Molybdenum disulfide is a stack of S–Mo–S sandwiches with a gap between neighbouring S planes. In the form treated here one sandwich makes up the repeating cell. The table lists electron levels from a PBE calculation at seven wave vectors, with energies counted from the highest filled level of the mesh.

OpenMX 3.8.5 calculation of MoS₂ (space group R3m, 3 atoms per cell) at the given geometry, using PBE without spin polarisation or spin–orbit coupling, the OpenMX 2013 PBE potentials with the standard basis, and a Γ-centred 11×11×11 k mesh. Levels are numbered outwards from the gap, with energies relative to the valence top on the mesh.

| point a (reciprocal cell vector) | point b (reciprocal cell vector) | point c (reciprocal cell vector) | level under 4 (eV) | level under 3 (eV) | level under 2 (eV) | level under 1 (eV) | level over 1 (eV) | level over 2 (eV) |
| --- | --- | --- | --- | --- | --- | --- | --- | --- |
| -0.4545 | -0.4545 | -0.4545 | -3.417 | -2.303 | -2.303 | 0.000 | 2.222 | 2.222 |
| -0.3636 | 0.0000 | 0.0000 | -3.862 | -2.155 | -2.000 | -1.816 | 1.555 | 1.561 |
| -0.2727 | 0.0000 | 0.0000 | -3.485 | -2.502 | -1.782 | -1.643 | 1.275 | 1.720 |
| -0.1818 | -0.1818 | -0.1818 | -2.320 | -2.320 | -2.186 | -0.461 | 2.142 | 2.142 |
| -0.1818 | -0.1818 | 0.0000 | -3.046 | -2.972 | -1.623 | -1.023 | 1.505 | 1.912 |
| -0.0909 | -0.0909 | -0.0909 | -2.325 | -2.325 | -1.670 | -0.784 | 2.126 | 2.126 |
| 0.0000 | 0.0000 | 0.0000 | -2.327 | -2.327 | -1.224 | -1.161 | 2.121 | 2.121 |

The points are numbered by their rows, from the top. Points 7, 6, 4 and 1 have three equal components and lie on the stacking axis. Let $t$ be the size of that common component. A wave with this vector changes its phase by $\theta = 2\pi t$ from one layer to the next. At point 7, called Γ, neighbouring layers are in phase ($t=0$); at the zone face ($t=0.5$) they have opposite signs, and point 1 lies close to it.

**(a) Which levels change when the phase between the layers changes, and by how much?**

The highest filled level moves by about 1 eV, while the levels that come in pairs move by a tenth of that or less. From Γ to point 1 the highest filled level, "level under 1", climbs by 1.16 eV. The two lowest empty levels coincide at each of the four axis points and shift by only 0.10 eV. A filled pair near −2.3 eV shifts by 0.02 eV.

The filled pair has to be followed with care, because the columns are sorted by energy and not by the kind of state. It occupies "level under 4" and "level under 3" at points 7, 6 and 4, but "level under 3" and "level under 2" at point 1. Another level has sunk through it on the way. That sinking level turns out to be the other half of the story.

**(b) Why does a single level respond so strongly, and the pairs so weakly?**

The reason is where the orbitals sit and in which direction they point. The S $p_z$ orbital stands upright and reaches into the gap, where it meets the $p_z$ orbital of the next layer. The S $p_x$ and $p_y$ orbitals lie flat and overlap poorly across the gap. The threefold symmetry of the stacking axis makes such flat orbitals come in pairs of equal energy, and on the axis it keeps the upright S $p_z$ orbital out of any such pair. Both the filled and the empty pair are expected to be mixtures of flat S orbitals and Mo $d$ orbitals, each with a large share. The Mo $d$ orbitals sit in the middle of the sandwich, with an S plane between them and the next layer, so neither part reaches well across the gap.

The table shows which levels move; the assignment to orbitals rests on symmetry and on what is known of this compound, not on weights from this run. In the highest filled state near the zone face, the upper and lower S atoms of a layer turn lobes of equal sign outwards, and Mo $d_{z^2}$ has a large share in the state as well. Neighbouring layers have opposite signs there, so unlike lobes meet across the gap, which is antibonding and pushes the level up to the valence top. If the same layer state is repeated in phase, lobes of equal sign face each other, which is bonding and lowers the energy.

**(c) Should the highest filled level leave Γ slowly or steeply?**

If it were an isolated band coupled only to the next layers, it would leave slowly. Its energy would follow $\cos\theta$, which is flat at $\theta=0$, and the first step, from point 7 to point 6, would be well under half of the second, from point 6 to point 4. In the table the first step is 0.38 eV and the second 0.32 eV. On the scale of these steps, the level starts steeply.

The explanation lies just beneath it. At Γ a second single level sits only 0.06 eV lower, and in the first step it falls by 0.45 eV while the upper one rises. Two levels that nearly touch and then leave Γ steeply in opposite directions point to one coupled system, and are best described together.

The simplest model of such a system keeps only the S $p_z$ orbitals, as a chain with two alternating couplings: $v$ between the two S planes of one layer, acting through the Mo atoms, and $w$ across the gap. The wave picks up its phase on passing to the next layer, so the total coupling is $v + w e^{i\theta}$. The two levels are then separated by

$$\Delta = 2\,|v + w e^{i\theta}|.$$

If $v$ and $w$ have nearly equal size and opposite sign, they almost cancel at Γ. With exact cancellation, $w=-v$, the expression becomes

$$\Delta = 4|v|\,|\sin(\pi t)|,$$

which grows in proportion to $t$ from the very start. When a sine and a cosine shape are each made to pass through the highest filled level at points 7 and 1, the sine misses the two points between by at most 0.07 eV and the cosine by up to 0.35 eV.

**(d) Use the separation at point 6 to predict it at points 4 and 1.**

At point 6, $t=0.0909$ and $\sin(\pi t)=0.282$. The two single levels lie at −0.784 and −1.670 eV, so $\Delta=0.886$ eV. This one value fixes the constant:

$$4|v| = \frac{0.886}{0.282}\ \text{eV} \approx 3.14\ \text{eV}.$$

At point 4 the sine is 0.541, and the prediction is $3.14\times0.541\approx1.70$ eV. The table has 1.725 eV, so a value taken from one point carries over to the next within 2 % of the separation.

At point 1 the sine is 0.990 and the prediction 3.11 eV. Taking "level under 4" as the lower partner gives 3.417 eV, so the model falls short by 0.3 eV, or 9 % of the table's separation. That choice of partner continues the trend of the other points, but with only four filled levels listed it can't be checked whether this level is single or half of a deeper pair. A still deeper partner would make the shortfall larger. The model is therefore good near Γ and rough at the far end of the axis.

**(e) Do the two levels move apart symmetrically?**

They don't, and here the chain is too simple. With identical S orbitals and a fixed centre, one level should rise as far as the other falls. On the same identification of the partner, the lower level falls by 2.2 eV between Γ and point 1, almost twice the 1.16 eV by which the upper one rises.

A likely reason is the Mo $d_{z^2}$ part of the upper state. The $d_{z^2}$ orbital sits in the middle of the sandwich, far from the gap, so whatever weight it takes is lost to the S orbitals that feel the neighbouring layer. By symmetry the lower state of a single layer has no such admixture and responds with its full S $p_z$ weight. This argument gives the right direction, but the orbital weights that would test it have not been worked out here.

**(f) What would happen to these levels if the layers were pulled apart?**

The coupling $w$ across the gap would fade, while $v$, which acts inside the layer, would stay. The formula then gives $\Delta = 2|v|$ whatever the phase, which is half of the 3.14 eV found above, or roughly 1.6 eV. The two single levels would move apart at Γ, where they now nearly touch, and closer together near the zone face, where they are now farthest apart.

For the band gap the change near the zone face matters. The valence top of the stacked crystal is a level that the neighbouring layers have pushed up. Remove them and it comes down, whereas the degenerate pairs should stay nearly where they are. This is one reason why thin flakes of such materials have a wider gap than the bulk, and it gives a rule for similar compounds: band edges with much weight in upright orbitals of the outer atoms respond to the spacing of the layers, while edges built from flat orbitals, or from orbitals in the middle of a layer, respond much less.

**(g) Is the gap the distance between the valence top and the lowest empty level in the table?**

The valence top is at point 1, and the lowest empty level in the table is at point 3, at 1.275 eV. The gap on the full mesh is smaller, 0.94 eV, so the conduction minimum lies at yet another wave vector. In bulk MoS₂ it is usually found away from the stacking axis, in the direction of the corners of the hexagonal zone.

The same holds for the direct gap, in which an electron keeps its wave vector and which governs strong optical absorption. Its smallest value in the table is 2.22 eV, at point 1, against 1.88 eV on the full mesh. A selection of wave vectors can only give an upper bound to either gap, and here both bounds lie about 0.3 eV above the values of the full mesh. That mesh is a selection too, so the exact gaps of this calculation may be smaller still. The stacking axis explains where the valence top comes from, but a gap needs both edges.

**(h) Which digits can be trusted?**

The third decimal describes this calculation and not the material. The basis, the grid cutoff and the k mesh are usual working choices and not converged limits, and the atoms are held still, so any shift of the levels by lattice vibrations is missing. Point 1 stops just short of the zone face, and the sine shape suggests that the level would rise by a further $1.161\times(1/0.990-1)\approx0.01$ eV on the way there. Such a small correction leaves the movements of (a) untouched.

The atomic positions matter more. They were taken as they stood, and the S atoms still feel forces of about 1 eV/Å, so they would shift if released. The run also reports a sizeable pressure on the cell. The most delicate number is the 0.06 eV separation at Γ. In the chain model it is what remains when two couplings of about 0.8 eV nearly cancel. If $w$ changed by 5 %, or 0.04 eV, the model's separation could change by up to twice that, 0.08 eV, which is more than the present value. The two S sites of a layer are also not equivalent in this stacking; the model ignores this, and it may account for part of the separation.

The gaps carry a further error of method, since PBE commonly places the empty levels too close to the filled ones. Spin–orbit coupling, which is left out, would also split the pairs on the axis. The contrast between a level that moves by 1 eV and pairs that move by a tenth or less is far sturdier than any single gap. In practice, the spacing of the layers should be settled before levels of upright orbitals are compared between two calculations. Plain PBE is a poor guide to that spacing, since it lacks the dispersion forces between the layers. If the layers themselves have the same geometry in both calculations, the filled pair near −2.3 eV should be the better reference for lining up the energies.
